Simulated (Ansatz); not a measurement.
# TiO2 (rutile type): how the settings move a single-point run

How sensitive is a single-point run of TiO2 (rutile type) to its settings? A reference run comes first, then one run with altered input.

Method: reference: DFT, PBEsol, PAW with Ansatz's default frozen-core files, scalar-relativistic, in Ansatz 0.2.0.

## (1) The structure to begin with

Symmetry: P4_2/mnm, No. 136, tetragonal system. Conventional cell: a = 3.794 Å, b = 3.794 Å, c = 2.669 Å, α = 90.00°, β = 90.00°, γ = 90.00°. Ti (site symmetry mmm) has 6 O at 1.63 to 1.70 Å in its first shell of neighbours. O (site symmetry m2m) has 3 Ti at 1.63 to 1.70 Å in its first shell of neighbours.

As a file:

```
CELL_PARAMETERS angstrom
3.79375 0.00000 0.00000
0.00000 3.79375 0.00000
0.00000 0.00000 2.66855
ATOMIC_POSITIONS crystal
Ti 0.00000 0.00000 0.00000
Ti 0.50000 0.50000 0.50000
O 0.30357 0.30357 0.00000
O 0.69643 0.69643 0.00000
O 0.80357 0.19643 0.50000
O 0.19643 0.80357 0.50000
```

## (2) The reference run

input.yaml reads:

```yaml
crystal:
  lattice:
    - [3.7937547853, 0.0, 0.0]
    - [0.0, 3.7937547853, 0.0]
    - [0.0, 0.0, 2.6685456195]
  atoms:
    - { symbol: Ti, position: [0.0, 0.0, 0.0] }
    - { symbol: Ti, position: [0.5, 0.5, 0.5] }
    - { symbol: O, position: [0.3035702815, 0.3035702815, 0.0] }
    - { symbol: O, position: [0.6964297185, 0.6964297185, 0.0] }
    - { symbol: O, position: [0.8035702815, 0.1964297185, 0.5] }
    - { symbol: O, position: [0.1964297185, 0.8035702815, 0.5] }
kpoints:
  mp_grid: { grid: [8, 8, 11] }
  band_path:
    path:
      - [0.0, 0.0, 0.0]
      - [0.0, 0.5, 0.0]
      - [0.5, 0.5, 0.0]
      - [0.0, 0.0, 0.0]
      - [0.0, 0.0, 0.5]
      - [0.0, 0.5, 0.5]
      - [0.5, 0.5, 0.5]
      - [0.0, 0.0, 0.5]
      - [0.0, 0.5, 0.0]
    npoints: 8
scf:
  occupations: { method: fermi_dirac, width: 0.05 }
hamiltonian:
  xc: pbesol
  pseudopotentials: { kind: paw }
output:
  forces: true
  stress: true
  eigenvalues: true
  populations: true
  dos: { projected: true, de: 0.2, e_range: [-14, 8] }
```

Launch:

```
ansatz run input.yaml --threads 2 --pin off --max-ram 5120MiB --backend cpu --events-out ev --progress --plain --runs-dir out
```

## (3) Changing settings: occupations.method tetrahedron_uncorrected, hubbard.sites [{species: Ti, l: d, u_eff: 6.0}], hubbard.double_counting fll, width left out

input.yaml, as its differences from that of step 2:

```diff
@@ -27,3 +27,3 @@
 scf:
-  occupations: { method: fermi_dirac, width: 0.05 }
+  occupations: { method: tetrahedron_uncorrected }
 hamiltonian:
@@ -31,2 +31,3 @@
   pseudopotentials: { kind: paw }
+  hubbard: { sites: [{ species: Ti, l: d, u_eff: 6.0 }], double_counting: fll }
 output:
@@ -36,2 +37 @@
   populations: true
-  dos: { projected: true, de: 0.2, e_range: [-14, 8] }
```

**Question.** What will these runs give? Wanted: for each run, ending; energy change; pressure; gap; force.

**Answer**, as computed:

| run | ending | energy change | pressure (GPa) | gap (eV) | force (eV/Å) | cycles | time |
| --- | --- | --- | --- | --- | --- | --- | --- |
| reference | converged | 0 | 299.7 | 2.67 | 0.00 | 6 | 8.4 s |
| 1: occupations.method tetrahedron_uncorrected, hubbard.sites [{species: Ti, l: d, u_eff: 6.0}], hubbard.double_counting fll, width left out | converged | +1.86 eV/atom (σ→0) (Hubbard term changed: no physical gain or loss) | 316.1 | 3.55 | 0.37 | 8 | 13 s |

Times don't compare one to one where runs were asked for different outputs or read a saved state (see the inputs); cycles may leave out searches for a lower state.

Residual by cycle in the longest SCF loop of each run; runs are numbered as in the table. The quantity is the density residual dr2, in eV.

```
cycle  reference   run 1
    1     0.0424    11.7
    2    0.00354    3.43
    3     1.3e-4   0.195
    4     1.5e-6  0.0144
    5     3.6e-8  3.1e-4
    6    8.1e-10  2.8e-5
    7          -  1.0e-6
    8          -  2.1e-8
```

What this shows: Changing the smearing, Hubbard U and double counting of the Hubbard term moves the energy by +1.86 eV/atom (σ→0 values), and the pressure goes from 299.7 to 316.1 GPa, the gap on the mesh goes from 2.67 to 3.55 eV and the largest force goes from 0.00 to 0.37 eV/Å. The U term adds an energy of its own, so the shift says nothing about which run is better. A changed U is a change of model: its shifts are not errors of convergence. The structure is not at rest: the sound run finds 300 GPa, so these are no properties of the relaxed crystal. 
